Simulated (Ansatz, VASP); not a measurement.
# In3Ga13O24 (Ga1.6In0.4O3, monoclinic beta-Ga2O3 type): VASP beside Ansatz

Wanted: the spread between two codes on one cell, functional and k mesh. The cell is invented: As first built, before any earlier steps moved the atoms (in the runner's words): 1x2x2 conventional cells of the Ga2O3 type (80 atoms: 48 O, 26 Ga, 6 In); Ga/In share their sites, one random draw; start lattice of Ga2O3; atoms moved at random by 0.02 A. It may not be a known or stable phase. The structure shown is the end of the Ansatz relaxation below.

Method: plane waves, with VASP 6.6.1 beside it; single point at PBE, in Ansatz 0.2.0.

## (1) The starting structure

The cell holds 80 atoms: 48 O, 26 Ga and 6 In. Cell: a = 12.621 Å, b = 6.303 Å, c = 12.005 Å, α = 89.8°, β = 103.7°, γ = 90.1°. It derives from Ga2O3 (Ga2O3 type, space group 12), repeated 1×2×2. As first built, before any earlier steps moved the atoms (in the runner's words): 1x2x2 conventional cells of the Ga2O3 type (80 atoms: 48 O, 26 Ga, 6 In); Ga/In share their sites, one random draw; start lattice of Ga2O3; atoms moved at random by 0.02 A.

## (2) Ansatz: relaxation, PBE

Ansatz runs on its default PAW (the set named soft_2) files.

This run makes the geometry at which the two programs are then compared.

input.yaml

```yaml
crystal:
  lattice:
    - [12.214, 0.0, 0.0]
    - [0.0, 6.0742, 0.0]
    - [-2.77198, 0.0, 11.26002]
  atoms:
    - { symbol: O, position: [0.16249, 0.00089, 0.05518] }
    - { symbol: O, position: [0.33498, 0.24171, 0.44414] }
    - { symbol: O, position: [0.1726, 0.00037, 0.27888] }
    - { symbol: O, position: [0.32559, 0.24678, 0.21696] }
    - { symbol: O, position: [0.49762, 0.99734, 0.12824] }
    - { symbol: O, position: [0.0055, 0.24808, 0.3715] }
    - { symbol: O, position: [0.66419, 0.25021, 0.05272] }
    - { symbol: O, position: [0.835, 0.00447, 0.44235] }
    - { symbol: O, position: [0.67445, 0.25039, 0.28046] }
    - { symbol: O, position: [0.82949, 0.00251, 0.21627] }
    - { symbol: O, position: [0.99595, 0.2519, 0.12796] }
    - { symbol: O, position: [0.50549, 0.99978, 0.37289] }
    - { symbol: O, position: [0.16694, 0.99778, 0.55526] }
    - { symbol: O, position: [0.33426, 0.25042, 0.94299] }
    - { symbol: O, position: [0.17271, 0.99935, 0.7832] }
    - { symbol: O, position: [0.32825, 0.24564, 0.71699] }
    - { symbol: O, position: [0.49677, 0.99344, 0.62748] }
    - { symbol: O, position: [0.00422, 0.25414, 0.87292] }
    - { symbol: O, position: [0.66386, 0.24879, 0.55446] }
    - { symbol: O, position: [0.83787, 0.99859, 0.94456] }
    - { symbol: O, position: [0.6738, 0.2496, 0.78125] }
    - { symbol: O, position: [0.8247, 0.99996, 0.71761] }
    - { symbol: O, position: [0.9978, 0.25215, 0.62826] }
    - { symbol: O, position: [0.50562, 0.99888, 0.87357] }
    - { symbol: O, position: [0.16397, 0.50192, 0.05261] }
    - { symbol: O, position: [0.33525, 0.74444, 0.44148] }
    - { symbol: O, position: [0.17287, 0.49704, 0.28189] }
    - { symbol: O, position: [0.33012, 0.74726, 0.21729] }
    - { symbol: O, position: [0.49617, 0.50162, 0.12799] }
    - { symbol: O, position: [0.00397, 0.75231, 0.37262] }
    - { symbol: O, position: [0.66282, 0.74974, 0.05496] }
    - { symbol: O, position: [0.83343, 0.50086, 0.44358] }
    - { symbol: O, position: [0.67493, 0.75063, 0.28176] }
    - { symbol: O, position: [0.82493, 0.49961, 0.21485] }
    - { symbol: O, position: [0.99319, 0.75119, 0.12452] }
    - { symbol: O, position: [0.50579, 0.49425, 0.37304] }
    - { symbol: O, position: [0.16317, 0.50256, 0.55513] }
    - { symbol: O, position: [0.33356, 0.75411, 0.94766] }
    - { symbol: O, position: [0.17313, 0.4991, 0.78132] }
    - { symbol: O, position: [0.32488, 0.75362, 0.71744] }
    - { symbol: O, position: [0.49556, 0.49739, 0.62719] }
    - { symbol: O, position: [0.00195, 0.75414, 0.87143] }
    - { symbol: O, position: [0.6658, 0.75004, 0.55367] }
    - { symbol: O, position: [0.83497, 0.49816, 0.94511] }
    - { symbol: O, position: [0.67213, 0.74901, 0.77915] }
    - { symbol: O, position: [0.82511, 0.50545, 0.71721] }
    - { symbol: O, position: [0.99474, 0.75111, 0.6308] }
    - { symbol: O, position: [0.50146, 0.49931, 0.87058] }
    - { symbol: Ga, position: [0.08761, 0.00242, 0.39726] }
    - { symbol: Ga, position: [0.4098, 0.24752, 0.10351] }
    - { symbol: Ga, position: [0.15733, 0.24953, 0.15504] }
    - { symbol: Ga, position: [0.33914, 0.0044, 0.34209] }
    - { symbol: Ga, position: [0.5908, 0.24989, 0.39652] }
    - { symbol: Ga, position: [0.84039, 0.25207, 0.34245] }
    - { symbol: Ga, position: [0.09073, 7.0e-05, 0.89939] }
    - { symbol: Ga, position: [0.41039, 0.25126, 0.6017] }
    - { symbol: Ga, position: [0.15679, 0.25313, 0.65873] }
    - { symbol: Ga, position: [0.34142, 0.00178, 0.84438] }
    - { symbol: Ga, position: [0.59168, 0.25303, 0.89649] }
    - { symbol: Ga, position: [0.91233, 0.9959, 0.60423] }
    - { symbol: Ga, position: [0.66023, 0.00288, 0.66035] }
    - { symbol: Ga, position: [0.09225, 0.49623, 0.3943] }
    - { symbol: Ga, position: [0.41083, 0.74666, 0.10268] }
    - { symbol: Ga, position: [0.15918, 0.74459, 0.15326] }
    - { symbol: Ga, position: [0.34167, 0.50015, 0.34255] }
    - { symbol: Ga, position: [0.58995, 0.74717, 0.39461] }
    - { symbol: Ga, position: [0.90856, 0.4968, 0.09978] }
    - { symbol: Ga, position: [0.65965, 0.4998, 0.15773] }
    - { symbol: Ga, position: [0.83932, 0.74783, 0.34122] }
    - { symbol: Ga, position: [0.08873, 0.50064, 0.89591] }
    - { symbol: Ga, position: [0.34274, 0.50112, 0.84659] }
    - { symbol: Ga, position: [0.90718, 0.50292, 0.60254] }
    - { symbol: Ga, position: [0.65845, 0.49523, 0.65619] }
    - { symbol: Ga, position: [0.84259, 0.74973, 0.84313] }
    - { symbol: In, position: [0.90902, 0.0038, 0.10266] }
    - { symbol: In, position: [0.65426, 0.99772, 0.15351] }
    - { symbol: In, position: [0.83655, 0.24825, 0.84536] }
    - { symbol: In, position: [0.4092, 0.74614, 0.60103] }
    - { symbol: In, position: [0.16053, 0.75052, 0.6571] }
    - { symbol: In, position: [0.59074, 0.75013, 0.89873] }
kpoints:
  mp_grid: { grid: [2, 4, 2], shift: [0.5, 0.5, 0.5] }
hamiltonian:
  xc: pbe
scf:
  occupations: { method: fermi_dirac, width: 0.01 }
output:
  forces: true
  stress: true
relax:
  f_tol: 0.02
  max_steps: 45
  cell: { stress_tol: 0.1 }
```

The run is started by

```sh
> ansatz run input.yaml --threads 32 --pin off --max-ram 143360MiB --backend cuda --events-out ev --progress --plain --runs-dir out
```

Numbers of over 12 decimals in the logs are rounded to 6 here.

The log of the run:

```text
Engine: ansatz 0.2.0, aarch64-unknown-linux-gnu
Pseudopotentials: kind: paw
Pseudopotential: O, paw, valence charge 6, recommended cutoff 420 eV (normal), O.paw.azcp
Pseudopotential: Ga, paw, valence charge 13, recommended cutoff 420 eV (normal), Ga.paw.azcp
Pseudopotential: In, paw, valence charge 13, recommended cutoff 420 eV (normal), In.paw.azcp
device memory: the entry about to start is reckoned to put 24.7 GiB on a device that reports 182.5 GiB free
GPU FFT provider: cuFFT
GPU libraries: cuBLAS 13.8.1, cuFFT 12.4.0, cuSOLVER 12.3.2
GPU matrix products: emulated (plane waves: as basis.precision tells), large ones in fixed point in workspaces of 1.00 GiB
Crystal: 80 atoms, lattice volume = 835.384 Å³
Basis set: ecut = 420 eV, 16313 PW (Γ), exchange–correlation on 180×90×160 points (8 copies of the dense FFT grid, shifted against one another)
Bands: 432, of which v1, the nominal top of the filled ones, is band 352 counted from 1 (351 counted from 0)
k-points: 8 of 16 (time reversal used)
GPU buffer pool allocated for 324000 grid points (all kernels)
GPU transforms: local potential and band sums: pruned to the plane-wave sphere, on 81×45×80
relax step   1: F+E_penalty+E_count = -159188.59698360 eV  Δ(F+E_penalty+E_count) = +0.000e0 eV  max|allowed force component| = 5.555e0 eV/Å  Δτ_max = 0.0000 Å  P = +26.774 GPa  Ω = 835.384 Å³  (8 SCF iters, dr2 threshold 1.00e-7 eV, accepted)
[... from here on, the SCF cycles and remarks between the steps are left out ...]
relax step   2: F+E_penalty+E_count = -159201.16630753 eV  Δ(F+E_penalty+E_count) = -1.257e1 eV  max|allowed force component| = 1.186e0 eV/Å  Δτ_max = 0.1730 Å  P = +5.522 GPa  Ω = 900.756 Å³  energy of the carried Pulay correction = -3.081e-1 eV  (8 SCF iters, dr2 threshold 8.00e-6 eV, accepted)
relax step   3: F+E_penalty+E_count = -159202.00887733 eV  Δ(F+E_penalty+E_count) = -8.426e-1 eV  max|allowed force component| = 6.223e-1 eV/Å  Δτ_max = 0.2000 Å  P = -0.551 GPa  Ω = 924.192 Å³  energy of the carried Pulay correction = -4.130e-1 eV  (8 SCF iters, dr2 threshold 8.00e-6 eV, accepted)
relax step   4: F+E_penalty+E_count = -159202.22137762 eV  Δ(F+E_penalty+E_count) = -2.125e-1 eV  max|allowed force component| = 2.321e-1 eV/Å  Δτ_max = 0.0776 Å  P = +0.143 GPa  Ω = 919.534 Å³  energy of the carried Pulay correction = -3.923e-1 eV  (7 SCF iters, dr2 threshold 8.00e-6 eV, accepted)
relax step   5: F+E_penalty+E_count = -159202.25052796 eV  Δ(F+E_penalty+E_count) = -2.915e-2 eV  max|allowed force component| = 2.610e-2 eV/Å  Δτ_max = 0.0426 Å  P = +0.006 GPa  Ω = 921.019 Å³  energy of the carried Pulay correction = -3.989e-1 eV  (7 SCF iters, dr2 threshold 3.37e-6 eV, accepted)
relax step   6: F+E_penalty+E_count = -159202.25171637 eV  Δ(F+E_penalty+E_count) = -1.188e-3 eV  max|allowed force component| = 1.082e-2 eV/Å  Δτ_max = 0.0128 Å  P = +0.003 GPa  Ω = 921.147 Å³  energy of the carried Pulay correction = -3.995e-1 eV  (8 SCF iters, dr2 threshold 4.26e-8 eV, accepted)
relax step   7: F+E_penalty+E_count = -159202.90738884 eV  Δ(F+E_penalty+E_count) = -6.557e-1 eV  max|allowed force component| = 1.571e-2 eV/Å  Δτ_max = 0.0000 Å  P = +1.045 GPa  Ω = 921.147 Å³  stress off target by 1.08e0 GPa  SCF on the basis re-selected at this cell (its energy is not comparable with the rows above)  (8 SCF iters)
relax step   8: F+E_penalty+E_count = -159202.90313725 eV  Δ(F+E_penalty+E_count) = +4.252e-3 eV  max|allowed force component| = 1.696e-2 eV/Å  Δτ_max = 0.0124 Å  P = +0.170 GPa  Ω = 926.522 Å³  energy of the carried Pulay correction = -2.430e-2 eV  (6 SCF iters, dr2 threshold 2.93e-6 eV, accepted)
relax step   9: F+E_penalty+E_count = -159202.89707236 eV  Δ(F+E_penalty+E_count) = +6.065e-3 eV  max|allowed force component| = 4.567e-2 eV/Å  Δτ_max = 0.0116 Å  P = +0.007 GPa  Ω = 927.803 Å³  energy of the carried Pulay correction = -3.020e-2 eV  (8 SCF iters, dr2 threshold 9.96e-8 eV, rejected (line search))
relax step  10: F+E_penalty+E_count = -159202.89882593 eV  Δ(F+E_penalty+E_count) = +4.311e-3 eV  max|allowed force component| = 2.406e-3 eV/Å  Δτ_max = 0.0044 Å  P = -0.002 GPa  Ω = 927.666 Å³  energy of the carried Pulay correction = -2.958e-2 eV  (9 SCF iters, accepted)
relax step  11: F+E_penalty+E_count = -159202.92934984 eV  Δ(F+E_penalty+E_count) = -3.052e-2 eV  max|allowed force component| = 2.537e-3 eV/Å  Δτ_max = 0.0000 Å  P = +0.015 GPa  Ω = 927.666 Å³  stress off target by 2.07e-2 GPa  SCF on the basis re-selected at this cell (its energy is not comparable with the rows above)  (5 SCF iters)
basis re-selected at this cell: Δ(F+E_penalty+E_count) = -3.052e-2 eV, ΔP = +0.017 GPa vs the last step (what re-selecting the basis moved, of the pressure what is left beyond the Pulay correction that the steps carried, after the strain that the cell walked since its last selection, with what the two solves' SCF thresholds leave and, on support functions, any second-order correction that the steps lacked; it is no m [...]
SCF converged after 5 iterations
Free energy (F): -159202.929350 eV
Internal energy: -159202.929350 eV  (E = F + TS)
E sigma→0 (E₀):  -159202.929350 eV
Fermi energy:    8.629564 eV
--- Forces (eV/Å), atoms counted from 1 ---
  max |Σ_I F_I| component: 5.39e-6 eV/Å
--- Stress (GPa, compression-positive) ---
        0.016712      -0.001054       0.002724
       -0.001054       0.011174       0.004698
        0.002723       0.004698       0.017129
  P = ⅓ Tr σ = 0.0150 GPa (0.150 kbar)
--- Band table (eV; the first three rows and the last of 8) ---
--- Relaxed structure (9 steps of the walk, 8 accepted, 2 SCFs on fresh bases) ---
  F+E_penalty+E_count = -159202.92934984 eV   max|allowed force component| = 2.537e-3 eV/Å   (the final SCF, on the basis selected at the relaxed cell)
  cell:  # Å, volume = 927.6657 Å³
    - [12.620824, -0.0083063, 0.00824561]
    - [-0.00413084, 6.302997, 0.00759072]
    - [-2.856707, 0.015956, 11.659717]
  atoms:
    [... one line an atom ...]
```

## (3) VASP: single point, PBE

The same cell, functional, mesh and smearing now go to VASP, with its own data sets.

Lines of VASP's logs that name or quote its potential files are left out, and so is its time.

INCAR

```
SYSTEM = In3Ga13O24
PREC = Accurate
ENCUT = 520
EDIFF = 1E-06
NELM = 120
ISMEAR = -1
SIGMA = 0.01
LREAL = Auto
ALGO = Normal
GGA = PE
NBANDS = 408
LORBIT = 11
LWAVE = .FALSE.
LCHARG = .FALSE.
ISIF = 2
ISYM = 0
LASPH = .TRUE.
GGA_COMPAT = .FALSE.
EFERMI = MIDGAP
KPAR = 8
```

POSCAR

```
In3Ga13O24
1.0
   12.6208240000     -0.0083060000      0.0082460000
   -0.0041310000      6.3029970000      0.0075910000
   -2.8567070000      0.0159560000     11.6597170000
O Ga In
48 26 6
Direct
    0.1600600000      0.9971800000      0.0578100000
    0.3415600000      0.2466200000      0.4435300000
    0.1730800000      0.0040600000      0.2802800000
    0.3245900000      0.2500400000      0.2169700000
    0.4804700000      0.9994400000      0.1240200000
    0.0054400000      0.2508000000      0.3684900000
    0.6626500000      0.2650800000      0.0497700000
    0.8374500000      0.0046000000      0.4460400000
    0.6731100000      0.2670000000      0.2881800000
    0.8305000000      0.0000900000      0.2345200000
    0.9998100000      0.2651400000      0.1243200000
    0.5046000000      0.0010100000      0.3680500000
    0.1641100000      0.0159100000      0.5490100000
    0.3328100000      0.2515500000      0.9453100000
    0.1756200000      0.0130500000      0.7865300000
    0.3241600000      0.2488900000      0.7138300000
    0.5022300000      0.0161200000      0.6295300000
    0.0146800000      0.2483100000      0.8779800000
    0.6663800000      0.2506600000      0.5517500000
    0.8253900000      0.9734300000      0.9361600000
    0.6657700000      0.2542100000      0.7780400000
    0.8239700000      0.9931000000      0.7092800000
    0.9953200000      0.2505800000      0.6291900000
    0.4990500000      0.0136100000      0.8751300000
    0.1692400000      0.4987600000      0.0562400000
    0.3309600000      0.7514100000      0.4307000000
    0.1755500000      0.4943900000      0.2825100000
    0.3238300000      0.7481100000      0.2151100000
    0.4921700000      0.4999400000      0.1269300000
    0.0081400000      0.7517400000      0.3761000000
    0.6719700000      0.7346400000      0.0659700000
    0.8429400000      0.4989200000      0.4443500000
    0.6755700000      0.7349400000      0.2912100000
    0.8284000000      0.4952000000      0.2198500000
    0.0055300000      0.7276400000      0.1361600000
    0.5007600000      0.4992200000      0.3707300000
    0.1640700000      0.4868000000      0.5486100000
    0.3325900000      0.7487400000      0.9462100000
    0.1745100000      0.4869500000      0.7856300000
    0.3301900000      0.7521900000      0.7327500000
    0.5002800000      0.4818100000      0.6261800000
    0.0097600000      0.7491400000      0.8714800000
    0.6560000000      0.7483900000      0.5492300000
    0.8384300000      0.5206300000      0.9484100000
    0.6774900000      0.7456600000      0.7665600000
    0.8257400000      0.5077500000      0.7107100000
    0.9843200000      0.7519100000      0.6250000000
    0.4953600000      0.4893800000      0.8679800000
    0.0910000000      0.0040600000      0.3944900000
    0.4043800000      0.2546400000      0.1001700000
    0.1588000000      0.2511500000      0.1571200000
    0.3403400000      0.0028700000      0.3378100000
    0.5863300000      0.2531500000      0.3991900000
    0.8448900000      0.2525900000      0.3453000000
    0.0954700000      0.9987400000      0.9011900000
    0.4091100000      0.2480100000      0.6016600000
    0.1600200000      0.2508900000      0.6551600000
    0.3405500000      0.0026000000      0.8471900000
    0.5850000000      0.2546800000      0.8942800000
    0.9080500000      0.0053900000      0.5991900000
    0.6591300000      0.9988000000      0.6499300000
    0.0899300000      0.4987500000      0.3937000000
    0.4035700000      0.7445600000      0.1003200000
    0.1618400000      0.7444800000      0.1574500000
    0.3395300000      0.4958300000      0.3403700000
    0.5852500000      0.7472200000      0.3955900000
    0.9095200000      0.5008400000      0.1043300000
    0.6589900000      0.4970100000      0.1622500000
    0.8441000000      0.7517400000      0.3488900000
    0.0950900000      0.4988200000      0.9023100000
    0.3388200000      0.4990500000      0.8460000000
    0.9096400000      0.4971300000      0.5994800000
    0.6576000000      0.4979900000      0.6515300000
    0.8447700000      0.7463900000      0.8338900000
    0.9108500000      0.9917300000      0.1032100000
    0.6529300000      0.0030500000      0.1641000000
    0.8413800000      0.2509800000      0.8411800000
    0.4083800000      0.7497100000      0.5999800000
    0.1552300000      0.7509900000      0.6581700000
    0.5969900000      0.7488200000      0.8966200000
```

KPOINTS

```
Points of the shifted mesh
16
Reciprocal
 0.2500000000  0.1250000000  0.2500000000 1
 0.2500000000  0.1250000000  0.7500000000 1
 0.2500000000  0.3750000000  0.2500000000 1
 0.2500000000  0.3750000000  0.7500000000 1
 0.2500000000  0.6250000000  0.2500000000 1
 0.2500000000  0.6250000000  0.7500000000 1
 0.2500000000  0.8750000000  0.2500000000 1
 0.2500000000  0.8750000000  0.7500000000 1
 0.7500000000  0.1250000000  0.2500000000 1
 0.7500000000  0.1250000000  0.7500000000 1
 0.7500000000  0.3750000000  0.2500000000 1
 0.7500000000  0.3750000000  0.7500000000 1
 0.7500000000  0.6250000000  0.2500000000 1
 0.7500000000  0.6250000000  0.7500000000 1
 0.7500000000  0.8750000000  0.2500000000 1
 0.7500000000  0.8750000000  0.7500000000 1
```

Potentials, in the order of the species: O, Ga_d and In_d (PBE family, release 64).

The run is started by

```sh
> mpirun -np 8 vasp_std
```

The log of the run:

```text
[banner, memory and clock lines left out]
running    8 mpi-ranks, on    1 nodes
[...]
|                                                                             |
|           W    W    AA    RRRRR   N    N  II  N    N   GGGG   !!!           |
|           W    W   A  A   R    R  NN   N  II  NN   N  G    G  !!!           |
|           W    W  A    A  R    R  N N  N  II  N N  N  G       !!!           |
|           W WW W  AAAAAA  RRRRR   N  N N  II  N  N N  G  GGG   !            |
|           WW  WW  A    A  R   R   N   NN  II  N   NN  G    G                |
|           W    W  A    A  R    R  N    N  II  N    N   GGGG   !!!           |
|                                                                             |
|     For optimal performance we recommend to set                             |
|       NCORE = 2 up to number-of-cores-per-socket                            |
|     NCORE specifies how many cores store one orbital (NPAR=cpu/NCORE).      |
|     This setting can greatly improve the performance of VASP for DFT.       |
|     The default, NCORE=1 might be grossly inefficient on modern             |
|     multi-core architectures or massively parallel machines. Do your        |
|     Unfortunately you need to use the default for GW and RPA                |
|     calculations (for HF NCORE is supported but not extensively tested      |
|     yet).                                                                   |
|                                                                             |

 LDA part: xc-table for (Slater+PW92), standard interpolation
 POSCAR, INCAR and KPOINTS ok, starting setup
[...]
entering main loop
       N       E                     dE             d eps       ncg     rms          rms(c)
DAV:   1     0.156330440709E+05    0.15633E+05   -0.24805E+05 13064   0.301E+03
DAV:   2     0.375889914020E+04   -0.11874E+05   -0.11249E+05 13056   0.919E+02
DAV:   3     0.680377434851E+02   -0.36909E+04   -0.34716E+04 16024   0.363E+02
DAV:   4    -0.490883887222E+03   -0.55892E+03   -0.54436E+03 15680   0.147E+02
[...]
DAV:  18    -0.468599387713E+03   -0.91598E-06   -0.11302E-04 18432   0.720E-02    0.102E-02
DAV:  19    -0.468599388701E+03   -0.98771E-06   -0.27271E-05 15728   0.258E-02    0.750E-03
DAV:  20    -0.468599388349E+03    0.35144E-06   -0.96551E-06 10640   0.214E-02
   1 F= -.46859939E+03 E0= -.46859939E+03  d E =0.000000E+00
```

Parts of OUTCAR (step 3):

```text
  FREE ENERGIE OF THE ION-ELECTRON SYSTEM (eV)
  ---------------------------------------------------
  free  energy   TOTEN  =      -468.5993883491 eV

  energy  without entropy=     -468.5993883491  energy(sigma->0) =     -468.59938835

[... 1 further part left out ...]
```

The run ends at a pressure of 0.60 GPa, with forces up to 0.033 eV/Å.

## (4) Comparison

Known differences besides the potentials themselves: the cutoff is 420 eV in Ansatz and 520 eV in VASP (PREC = Accurate, projectors in real space). Total energies have different zeros and are not compared.

The two programs side by side:

```csv
quantity,Ansatz,VASP,difference
gap on the k mesh (eV),2.238,2.223,+0.015
```

A gap on the mesh is an upper bound, since the band edges may lie between its points.

## (5) What came out

- difference in gap on the k mesh (single point, PBE): 0.015 eV

The difference in gap on the k mesh is 0.015 eV (single point, PBE), within the 0.08 eV picked in this series as the mark of a large difference. How closely two codes agree says nothing of how well the functional describes the real material.

[Lines on the potential files, build, host, timing and source positions are cut from VASP's logs without a mark.]

[Logs are printed without paths, hosts, clocks, repeated set-up lines and the standing remarks that a program may print on its own settings, such as how far it seeks lower states.]

[Hosts, paths, dates, database ids (printed as entryN), source tags and the programs' standing remarks are cut or masked in the printed files.]
